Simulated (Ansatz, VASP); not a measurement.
Given: the input of a run of VASP 6.6.1 on BeTe.

The input POSCAR:

```
BeTe
1.0
    0.0000000000      2.7700000000      2.7700000000
    2.7700000000      0.0000000000      2.7700000000
    2.7700000000      2.7700000000      0.0000000000
Te Be
1 1
Direct
    0.7500000000      0.7500000000      0.7500000000
    0.0000000000      0.0000000000      0.0000000000
```

INCAR.step1

```
ALGO     = Normal         # electronic algorithm
EDIFF    = 1E-4           # SCF threshold, eV
ENCUT    = 520            # plane-wave cutoff, eV
GGA      = PE             # functional
ISMEAR   = -1             # smearing method
LASPH    = T              # aspherical terms in the spheres
LCHARG   = F              # write CHGCAR
LREAL    = F              # projectors in reciprocal space
LWAVE    = T              # write WAVECAR
NBANDS   = 11             # bands
NELM     = 80             # most SCF steps
PREC     = Accurate       # precision mode
SIGMA    = 0.05           # smearing width, eV
```

The input INCAR.step2:

```
ALGO     = Normal         # electronic algorithm
EDIFF    = 1E-7           # SCF threshold, eV
ENCUT    = 520            # plane-wave cutoff, eV
ISIF     = 2              # what is computed and relaxed
ISMEAR   = -1             # smearing method
ISTART   = 1            
LASPH    = T              # aspherical terms in the spheres
LCHARG   = F              # write CHGCAR
LMIXTAU  = T            
LREAL    = F              # projectors in reciprocal space
LWAVE    = F              # write WAVECAR
METAGGA  = R2SCAN         # meta-GGA
NBANDS   = 11             # bands
NELM     = 80             # most SCF steps
PREC     = Accurate       # precision mode
SIGMA    = 0.05           # smearing width, eV
```

File KPOINTS:

```
k-points
0
Gamma
  8 8 8
```

Potentials or basis: VASP PAW PBE potentials, release 64 (Te, Be).

Launch:

```sh
$ cat potpaw_PBE.64/Te/POTCAR potpaw_PBE.64/Be/POTCAR > POTCAR
$ cp INCAR.step1 INCAR
$ mpirun -np 1 vasp_std > vasp.out
$ cp INCAR.step2 INCAR
$ mpirun -np 1 vasp_std > vasp.out
```

Q: Set up the same calculation for Ansatz 0.2.0. Potentials there: Ansatz PAW.

A: As run (the cutoff follows the program's own potentials):

File input.yaml:

```yaml
crystal:
  lattice:
    - [0.0, 2.77, 2.77]
    - [2.77, 0.0, 2.77]
    - [2.77, 2.77, 0.0]
  atoms:
    - { symbol: Te, position: [0.75, 0.75, 0.75] }
    - { symbol: Be, position: [0.0, 0.0, 0.0] }
hamiltonian:
  xc: r2scan
  pseudopotentials: { kind: paw }
kpoints:
  mp_grid: { grid: [8, 8, 8] }
scf:
  occupations: { method: fermi_dirac, width: 0.05 }
output:
  forces: true
  stress: true
  eigenvalues: true
```

Potentials or basis: Ansatz PAW.

Launch:

```sh
$ ansatz run input.yaml --threads 1 --pin off --max-ram 3584MiB --backend cpu --events-out ev --progress --plain --runs-dir out
```

Both were run:

|  | VASP | Ansatz | Ansatz less VASP |
| --- | --- | --- | --- |
| gap on the k mesh at the Fermi level (eV) | 2.21 | 2.22 | +0.010 |
| least direct gap on the mesh (eV) | 3.96 | 3.97 | +0.015 |
| pressure (GPa) | 4.5 | 4.2 | -0.24 |

The two sets of potentials don't hold the same shells in valence.

Caveats: spin-orbit coupling is left out, which moves the levels of the heavy elements; the PAW data sets were made with another functional, which shifts forces and pressure a little (VASP); the PAW data sets come from PBE, with cores solved anew for the run's functional, which leaves a small shift of forces and pressure (Ansatz). r2SCAN opens gaps a little over a GGA but as a rule still falls short of measured ones. A k mesh can miss the band edges.
